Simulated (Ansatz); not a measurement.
# Lattice dynamics of (GaAs)3(CuCl)1 [001] superlattice, started as zinc blende

Wanted: vibrations and spectra of (GaAs)3(CuCl)1 [001] superlattice, started as zinc blende; the cell is already relaxed.

Program: Ansatz 0.2.0. Level of theory: DFT PBEsol, scalar-relativistic, plane waves, PAW. Results are calculated unless marked as measured.

The structure was built from a prototype and need not be the compound's stable phase.

## 1. The structure

Symmetry: Pmm2, No. 25, orthorhombic system. Conventional cell: a = 3.994 Å, b = 4.073 Å, c = 11.071 Å, α = 90.00°, β = 90.00°, γ = 90.00°. As has 4 Ga at 2.42 to 2.50 Å nearest. Nearest to As lie 4 Ga at 2.43 to 2.50 Å. As has 2 Cu at 2.29 Å and 2 Ga at 2.43 Å nearest. Cl has 2 Ga at 2.44 Å and 2 Cu at 2.60 Å nearest. Nearest to Cu lie 2 As at 2.29 Å and 2 Cl at 2.60 Å. Ga has 2 As at 2.42 Å and 2 Cl at 2.44 Å nearest. Farther neighbours and most contacts between anions are not listed.

## 2. Zone-centre response

The cell comes from relaxations at this level that are not shown. The zone centre is the only wavevector solved here; it holds the modes that light can see, as far as symmetry allows. No field response is asked, since the mesh shows no gap.

Contents of input.yaml:

```yaml
crystal:
  lattice:
    - [2.8244914758, 2.8244914758, 0.0]
    - [-2.8797628627, 2.8797628627, 0.0]
    - [0.0, 0.0, 11.0712925074]
  atoms:
    - { symbol: As, position: [0.5, 0.0, 0.1222399209] }
    - { symbol: As, position: [0.0, 0.5, 0.3778758987] }
    - { symbol: As, position: [0.5, 0.0, 0.6327921183] }
    - { symbol: Cl, position: [0.0, 0.5, 0.8784198061] }
    - { symbol: Cu, position: [0.5, 0.5, 0.7279564264] }
    - { symbol: Ga, position: [0.0, 0.0, -0.0009629859] }
    - { symbol: Ga, position: [0.5, 0.5, 0.2533311895] }
    - { symbol: Ga, position: [0.0, 0.0, 0.5083476258] }
kpoints:
  mp_grid: { grid: [12, 12, 4] }
hamiltonian:
  xc: pbesol
scf:
  occupations: { method: methfessel_paxton, width: 0.2 }
output:
  eigenvalues: true
phonons:
  method: dfpt
```

The run is started by

```console
ansatz run input.yaml --threads 8 --pin off --max-ram 14336MiB --backend cpu --events-out ev --progress --plain --runs-dir out
```

Numbers of over 12 decimals in the logs are rounded to 6 here.

The log of the run:

```text
zone centre: on kpoints.mp_grid the ground state, and the responses unless they are solved on pairs of k-points, stand on 222 of the mesh's 576 k-points, reduced under 2 symmetry operations, with k and −k counted as one. Each operation leaves every solved displacement unchanged or reverses it
Engine: ansatz 0.2.0, aarch64-unknown-linux-gnu
Pseudopotentials: kind: paw
Pseudopotential: As, paw, valence charge 15, recommended cutoff 420 eV (normal), As.paw.azcp
Pseudopotential: Cl, paw, valence charge 7, recommended cutoff 420 eV (normal), Cl.paw.azcp
Pseudopotential: Cu, paw, valence charge 19, recommended cutoff 420 eV (normal), Cu.paw.azcp
Pseudopotential: Ga, paw, valence charge 13, recommended cutoff 420 eV (normal), Ga.paw.azcp
Functional definition: PBEsol
  exchange = pbesol_x
  correlation = pbesol_c
Crystal: 8 atoms, lattice volume = 180.105 Å³
Basis set: ecut = 420 eV, 3521 PW (Γ), exchange–correlation on 54×60×150 points (8 copies of the dense FFT grid, shifted against one another)
Bands: 66, of which v1, the nominal top of the filled ones, is band 55 counted from 1 (54 counted from 0)
Symmetry: 4 space group operations
k-points: 222 of 576 (irreducible under 2 space group operations, time reversal used)
Non-local potential: As, projectors of the file, l = 0: 2, l = 1: 2, l = 2: 3, l = 3: 1
Non-local potential: Cl, projectors of the file, l = 0: 2, l = 1: 2, l = 2: 2
Non-local potential: Cu, projectors of the file, l = 0: 3, l = 1: 2, l = 2: 3, l = 3: 1
Non-local potential: Ga, projectors of the file, l = 0: 2, l = 1: 2, l = 2: 3, l = 3: 1
PAW form: soft (Blöchl's): semilocal exchange-correlation on the pseudo side does not see the compensation charge
PAW frozen core: As, regenerated for the run's functional, and the local potential with it (the file was generated under x = pbe(κ = 0.804, μ = 0.219515), c = pbe(β = 0.066725))
PAW frozen core: Cl, regenerated for the run's functional, and the local potential with it (the file was generated under x = pbe(κ = 0.804, μ = 0.219515), c = pbe(β = 0.066725))
PAW frozen core: Cu, regenerated for the run's functional, and the local potential with it (the file was generated under x = pbe(κ = 0.804, μ = 0.219515), c = pbe(β = 0.066725))
PAW frozen core: Ga, regenerated for the run's functional, and the local potential with it (the file was generated under x = pbe(κ = 0.804, μ = 0.219515), c = pbe(β = 0.066725))
PAW one-centre angular grid: As, 590 points (default); XC on 64 Gauss nodes
PAW one-centre angular grid: Cl, 110 points (default); XC on 64 Gauss nodes
PAW one-centre angular grid: Cu, 590 points (default); XC on 64 Gauss nodes
PAW one-centre angular grid: Ga, 590 points (default); XC on 64 Gauss nodes
Initial density: superposition of atomic densities (neutral atoms: chi_scale 0, normalization atom), corrected by the library's trained network
Initial wavefunctions: pseudopotential atomic-orbital guess
Functional: x = pbesol(κ = 0.804, μ = 0.123457), c = pbesol(β = 0.046)
SCF iter   1: F=—  HF=-33319.827726 eV  |F-HF|=—  |Δ(HF+E_count)|=         —  Δρ=7.43e-3  dr2=9.02e-2  ethr=1.77e-3  ⟨swp⟩=5.6  Hψ=47593  notcnv=0
preconditioner: auto → LDOS  [metal: Δε(μ)=0.009 eV  Ē_g=12.909 eV  σ=0.200 eV  W_gap=0.04  n_scr=56 (ndim 8)  ℏωp=23.5 eV  f_vac=0.097  D(μ)=1.75/eV (n_scr^D=4)  β→1.0]
SCF iter   2: F=—  HF=-33319.838882 eV  |F-HF|=—  |Δ(HF+E_count)|=   1.12e-2  S|Δr|=    0.00e0  Δρ=9.69e-3  dr2=9.97e-2  ethr=8.20e-5  ⟨swp⟩=2.0  Hψ=29860  notcnv=0  defer=257
SCF iter   3: F=—  HF=-33319.814212 eV  |F-HF|=—  |Δ(HF+E_count)|=   2.47e-2  S|Δr|=    0.00e0  Δρ=4.95e-3  dr2=3.02e-2  ethr=8.20e-5  ⟨swp⟩=2.0  Hψ=26306  notcnv=0  defer=257
SCF iter   4: F=—  HF=-33319.809203 eV  |F-HF|=—  |Δ(HF+E_count)|=   5.01e-3  S|Δr|=    0.00e0  Δρ=1.51e-3  dr2=3.24e-3  ethr=2.75e-5  ⟨swp⟩=2.0  Hψ=18858  notcnv=0
SCF iter   5: F=—  HF=-33319.808527 eV  |F-HF|=—  |Δ(HF+E_count)|=   6.76e-4  S|Δr|=    0.00e0  Δρ=4.14e-4  dr2=2.43e-4  ethr=2.95e-6  ⟨swp⟩=2.0  Hψ=21494  notcnv=0
SCF iter   6: F=—  HF=-33319.808486 eV  |F-HF|=—  |Δ(HF+E_count)|=   4.13e-5  S|Δr|=    0.00e0  Δρ=5.22e-5  dr2=4.39e-6  ethr=2.21e-7  ⟨swp⟩=2.0  Hψ=25756  notcnv=0
SCF iter   7: F=—  HF=-33319.808478 eV  |F-HF|=—  |Δ(HF+E_count)|=   7.21e-6  S|Δr|=    0.00e0  Δρ=2.49e-5  dr2=1.14e-6  ethr=3.99e-9  ⟨swp⟩=2.0  Hψ=21536  notcnv=0
SCF iter   8: F=—  HF=-33319.808478 eV  |F-HF|=—  |Δ(HF+E_count)|=   1.16e-7  S|Δr|=    0.00e0  Δρ=7.53e-6  dr2=1.05e-7  ethr=1.03e-9  ⟨swp⟩=2.0  Hψ=21515  notcnv=0
SCF iter   9: F=—  HF=-33319.808478 eV  |F-HF|=—  |Δ(HF+E_count)|=   1.66e-8  S|Δr|=    0.00e0  Δρ=2.35e-6  dr2=1.68e-8  ethr=9.56e-11  ⟨swp⟩=2.0  Hψ=25079  notcnv=0
SCF iter  10: F=—  HF=-33319.808478 eV  |F-HF|=—  |Δ(HF+E_count)|=   1.00e-9  S|Δr|=    0.00e0  Δρ=1.18e-6  dr2=4.20e-9  ethr=1.53e-11  ⟨swp⟩=2.0  Hψ=25099  notcnv=0
SCF iter  11: F=—  HF=-33319.808478 eV  |F-HF|=—  |Δ(HF+E_count)|=  3.78e-10  S|Δr|=    0.00e0  Δρ=9.07e-7  dr2=1.54e-9  ethr=3.82e-12  ⟨swp⟩=2.0  Hψ=21529  notcnv=0
SCF iter  12: F=—  HF=-33319.808478 eV  |F-HF|=—  |Δ(HF+E_count)|=  1.60e-10  S|Δr|=    0.00e0  Δρ=1.32e-7  dr2=3.94e-11  ethr=1.40e-12  ⟨swp⟩=2.0  Hψ=19608  notcnv=0
SCF iter  13: F=-33319.808478 eV  HF=-33319.808478 eV  |F-HF|=7.28e-12  |Δ(HF+E_count)|=  7.28e-12  S|Δr|=    0.00e0  Δρ=5.01e-8  dr2=3.01e-12  ethr=1.00e-12  ⟨swp⟩=9.7  Hψ=72521  notcnv=0
SCF 1 converged in 13 iterations: F = -33319.808478 eV  dr2 = 3.01e-12
  greatest PAW one-centre occupation: 1.000 electrons in one spin orbital (limit 2), on the Cu atom at site 4 (counted from 0), in its partial waves of l = 0
DFPT response loops at Γ: preconditioner auto → Kerker (q_TF=auto, 2.513 Å⁻¹) (partly filled bands, converged f_vac=0.085); β = 1.00, the filter's whole step (`scf.mixing.beta` (0.50) is not read by the response loops under this deck's `scf.mixing.preconditioner`; to damp them name `kerker` or `kerker_dos`, under which they read `scf.mixing.beta`, and type it under 1.00, their step now; both keys bind the ground state too); Broyden in place of MSR1
SCF converged after 13 iterations
Stability not checked: this state was not tested for a lower state beside it, because cold or Methfessel-Paxton smearing, or corrected tetrahedra, fill the levels in a way that the test cannot read (fill_not_monotonic; see scf.lower_state_search)
Free energy (F): -33319.808478 eV
Harris-Foulkes:  -33319.808478 eV  (|F-HF|=7.28e-12)
Internal energy: -33319.806065 eV  (E = F + TS)
E sigma→0 (E₀):  -33319.807875 eV
Entropy (-TS):   -0.002413 eV (-0.302 meV/atom)
Fermi energy:    8.046163 eV
--- Per-component energies (eV) ---
  E_band       = -1512.856745
  E_kinetic    = 1117.022974
  E_local      = -18398.167845  (includes V_loc(G=0)·N_el)
  E_nonlocal   = -298.770225
  E_hartree    = 8855.572450
  E_xc         = -634.002608
  E_vxc        = -645.299450  (∫ρ·V_xc dr)
  E_paw        = -13501.747211  (= ΣΔE_a)
  E_vpaw       = -998.787033  (= ΣTr[D̂ρ^β])
  E_aug_tail   = 0.000021  (compensation charges beyond the density's cutoff)
  E_ewald      = -10465.486474
  E_core_change = 5.772854  (= ΣΔE_core)
  E_smearing   = -0.002413  (= −TS)
  E_closure    = -0.000000  (closes the sum)
  Σ components = -33319.808478   (vs F -33319.808478, Δ=0.00e0)
--- Band table (eV; the first three rows and the last of 222) ---
  k-point 0: bands = [... 51 lower, 6.4161, 7.0313, 7.4015, 7.5711, 8.3037, 8.9072, 8.9448, 9.7286, ... 7 higher]
  k-point 1: bands = [... 51 lower, 6.4584, 6.6511, 7.3254, 8.0395, 8.2399, 8.8541, 8.9770, 9.6957, ... 7 higher]
  k-point 2: bands = [... 51 lower, 6.5018, 6.5257, 7.2314, 8.1763, 8.3960, 8.7635, 9.0391, 9.6710, ... 7 higher]
  k-point 221: bands = [... 51 lower, 5.8400, 5.9834, 6.1473, 6.3184, 9.0451, 9.2725, 10.1139, 10.2171, ... 7 higher]
--- Phonons (Γ-DFPT): 16 representative perturbations + reference, on 222 of 576 k-points (Σ response iterations 56) ---
  k mesh reduced under 2 symmetry operations, with k and −k counted as one. Each operation leaves every solved displacement unchanged or reverses it
  ASR residual: 3.843e-5 → 0.000e0 eV/Å²; symmetrization residual: 4.263e-6 eV/Å²
  ASR residual per site (eV/Å²): 3.30e-5 3.57e-5 3.29e-5 3.84e-5 1.41e-5 2.47e-5 2.60e-5 1.77e-5
  Γ frequencies (cm⁻¹): -44.93 0.00 0.00 0.00 45.41 53.02 61.56 66.04 67.65 82.23 82.75 127.10 151.41 172.50 196.13 221.53 229.17 232.88 247.33 258.25 258.80 266.43 275.83 282.21
  non-analytic LO–TO correction: not included (Born effective charges unavailable; polar crystals: no LO–TO splitting at Γ)
```

Run time: 23 min. Hardware: 8 threads of Arm Neoverse N1, shared host; peak memory 8 GiB.

This run has no spin polarisation, although Cu can carry a moment.

This step gave:

```yaml
volume_per_atom: 22.51 Å³
gap_on_the_k_mesh: 0 eV
sum_rule_residual_before_enforcement: 3.84e-5 eV/Å²
point_group: mm2
highest_optical_mode_at_the_zone_centre_no_lo_to_term: 282.2 cm⁻¹
lowest_optical_zone_centre_mode: -44.93 cm⁻¹
```

Patterns of degenerate modes are one choice out of their space. Modes at Γ, with each element's share of the kinetic energy (negative means imaginary):

| mode | frequency (cm⁻¹) | symmetry | As % | Cl % | Cu % | Ga % |
| --- | --- | --- | --- | --- | --- | --- |
| 1 | -44.9 | B1 | 3 | 14 | 80 | 3 |
| 2 | 0.0 | acoustic | 42 | 7 | 12 | 39 |
| 3 | 0.0 | acoustic | 42 | 7 | 12 | 39 |
| 4 | 0.0 | acoustic | 42 | 7 | 12 | 39 |
| 5 | 45.4 | B2 | 40 | 6 | 28 | 26 |
| 6 | 53.0 | B1 | 48 | 0 | 0 | 51 |
| 7 | 61.6 | B2 | 42 | 2 | 9 | 47 |
| 8 | 66.0 | B1 | 45 | 3 | 2 | 51 |
| 9 | 67.7 | B2 | 17 | 13 | 0 | 69 |
| 10 | 82.2 | A1 | 26 | 10 | 39 | 25 |
| 11 | 82.8 | B1 | 7 | 76 | 6 | 10 |
| 12 | 127.1 | A1 | 23 | 20 | 24 | 33 |
| 13 | 151.4 | A1 | 32 | 24 | 20 | 24 |
| 14 | 172.5 | B2 | 1 | 69 | 0 | 30 |
| 15 | 196.1 | A1 | 48 | 31 | 4 | 17 |
| 16 | 221.5 | B2 | 58 | 1 | 0 | 42 |
| 17 | 229.2 | B2 | 52 | 2 | 0 | 46 |
| 18 | 232.9 | A1 | 42 | 5 | 1 | 53 |
| 19 | 247.3 | A1 | 42 | 0 | 0 | 57 |
| 20 | 258.2 | A1 | 44 | 4 | 1 | 51 |
| 21 | 258.8 | B1 | 51 | 0 | 0 | 48 |
| 22 | 266.4 | B1 | 52 | 0 | 0 | 48 |
| 23 | 275.8 | B1 | 51 | 0 | 0 | 49 |
| 24 | 282.2 | B2 | 49 | 0 | 51 | 0 |

Displacements in mode 1 (-44.9 cm⁻¹), the largest set to 1:
```
As1 -0.09 -0.09  0.00
As2 -0.05 -0.05  0.00
As3 -0.16 -0.16  0.00
Cl4 -0.56 -0.56  0.00
Cu5  1.00  1.00  0.00
Ga6 -0.10 -0.10  0.00
Ga7 -0.06 -0.06  0.00
Ga8 -0.15 -0.15  0.00
```

Displacements in mode 24 (282.2 cm⁻¹), the largest set to 1:
```
As1 -0.02  0.02  0.00
As2  0.01 -0.01  0.00
As3 -0.90  0.90  0.00
Cl4  0.11 -0.11  0.00
Cu5  1.00 -1.00  0.00
Ga6 -0.02  0.02  0.00
Ga7  0.02 -0.02  0.00
Ga8  0.00  0.00  0.00
```

Before it was imposed, the acoustic sum rule was missed by 3.8e-5 eV/Å². Small misses are needed for a sound result but don't prove that mesh and cutoff are converged. The lowest optical mode is imaginary, 44.9i cm⁻¹, so the energy falls along it.

## 3. Isotope substitution, element Cl, natural mass 35.45 amu

An isotope changes the mass and not the force constants, so no new electronic calculation is needed; the shifts show which modes move this element.

The same force constants with the mass of Cl changed from 35.450 to 36.966 u (phonopy, no LO-TO term). Both lists are sorted by frequency; levels can cross, so a row need not hold one and the same mode. Modes under 3 cm⁻¹ are left out. Isotope shifts, by row:

| q | rank | natural mass (cm⁻¹) | changed mass (cm⁻¹) |
| --- | --- | --- | --- |
| 0 0 0 | 1 | -44.93 | -44.8 |
| 0 0 0 | 5 | 45.41 | 45.34 |
| 0 0 0 | 6 | 53.02 | 53.02 |
| 0 0 0 | 7 | 61.56 | 61.53 |
| 0 0 0 | 8 | 66.04 | 66 |
| 0 0 0 | 9 | 67.65 | 67.46 |
| 0 0 0 | 10 | 82.23 | 81.45 |
| 0 0 0 | 11 | 82.75 | 82.06 |
| 0 0 0 | 12 | 127.1 | 126.6 |
| 0 0 0 | 13 | 151.4 | 150.7 |
| 0 0 0 | 14 | 172.5 | 170.1 |
| 0 0 0 | 15 | 196.1 | 194.9 |
| 0 0 0 | 16 | 221.5 | 221.5 |
| 0 0 0 | 17 | 229.2 | 229.1 |
| 0 0 0 | 18 | 232.9 | 232.7 |
| 0 0 0 | 19 | 247.3 | 247.3 |
| 0 0 0 | 20 | 258.2 | 258 |
| 0 0 0 | 21 | 258.8 | 258.8 |
| 0 0 0 | 22 | 266.4 | 266.4 |
| 0 0 0 | 23 | 275.8 | 275.8 |
| 0 0 0 | 24 | 282.2 | 282.2 |

A mode of this element alone would shift by -2.07 %. The highest zone-centre frequency without the field goes from 282.2 to 282.2 cm⁻¹ (-0.0 %).

## 4. Another isotope, element Cu, natural mass 63.546 amu

The same for Cu, from 63.55 to 64.93 u.

A mode of this element alone would shift by -1.07 %. The highest zone-centre frequency without the field goes from 282.2 to 280.7 cm⁻¹ (-0.5 %).

## 5. Another isotope, element Ga, natural mass 69.723 amu

The same for Ga, from 69.72 to 70.92 u.

A mode of this element alone would shift by -0.85 %. The highest zone-centre frequency without the field goes from 282.2 to 282.2 cm⁻¹ (-0.0 %).

## 6. Summary of results

- space group (within 0.01 Å): Pmm2
- volume per atom: 22.5 Å³
- electronic character: no gap on this mesh
- highest optical mode at the zone centre (no LO-TO term): 282 cm⁻¹
- lowest optical zone-centre mode: -44.9 cm⁻¹
- imaginary modes at Γ (the only wavevector solved): yes

A zone-centre mode is imaginary (44.9i cm⁻¹), so this structure is not a minimum of the energy. The optical modes at Γ span -45 to 282 cm⁻¹ (negative means imaginary). No dispersion was computed. With no gap, or one that is small against the smearing, the frequencies hang on the k mesh and the smearing, most of all near Kohn anomalies. A semilocal functional can close a gap that the real compound would have, so the metallic treatment may be an artefact of the level. The starting cell was built on a prototype and not taken from a measurement, so the phase need not exist. These are harmonic frequencies at zero temperature: anharmonic shifts, linewidths and thermal expansion are left out.

[Logs are printed without paths, hosts, clocks, repeated set-up lines and the standing remarks that a program may print on its own settings, such as how far it seeks lower states.]

[Hosts, paths, dates, database ids (printed as entryN), source tags and the programs' standing remarks are cut or masked in the printed files.]
